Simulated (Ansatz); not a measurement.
Crystal: Ga.

```
Ga
1.0
     2.77842    0.00000    0.00000
     0.00000    3.28161    0.00000
    -1.34343    0.00000    3.99027
Ga
2
Direct
  0.13460 0.75000 0.77017
  0.86540 0.25000 0.22983
```

This isn't the form of Ga at room conditions, which is orthorhombic.

- Program: Ansatz 0.2.0
- Task: relaxation of cell and atoms
- Functional: PBEsol
- Potentials or basis: all-electron LAPW, scalar-relativistic
- Basis error allowed: 0.001 eV/atom
- k mesh: 10 × 8 × 7
- Occupations: fermi-dirac, width 0.05 eV
- Spin: no spin polarisation

At the start: volume 18.19 Å³/atom.

Question: How do energy, volume and symmetry change on relaxing?

Answer: Over 8 steps the energy falls by 3.2 meV/atom and the volume is 17.99 Å³/atom (-1.1 %); space group P2_1/m (No. 11, to 0.05 Å).

The path:
```csv
step,energy change (eV),largest force (eV/Å),volume (Å³)
1,0.0000,0.0716,36.38
2,-0.0053,0.0161,35.87
3,-0.0058,0.0092,35.97
4,-0.0062,0.0024,36.10
5,-0.0064,0.0045,36.03
6,-0.0064,0.0034,36.00
7,-0.0065,0.0017,35.97
8,-0.0065,0.0018,35.97
```

Final structure:
```xyz
2
Lattice="2.7701 0.0000 -0.0370 0.0000 3.1940 0.0000 -1.3925 0.0000 4.0843" Properties=species:S:1:pos:R:3 pbc="T T T"
Ga   -0.7243    2.3955    3.1319
Ga    2.1019    0.7985    0.9154
```
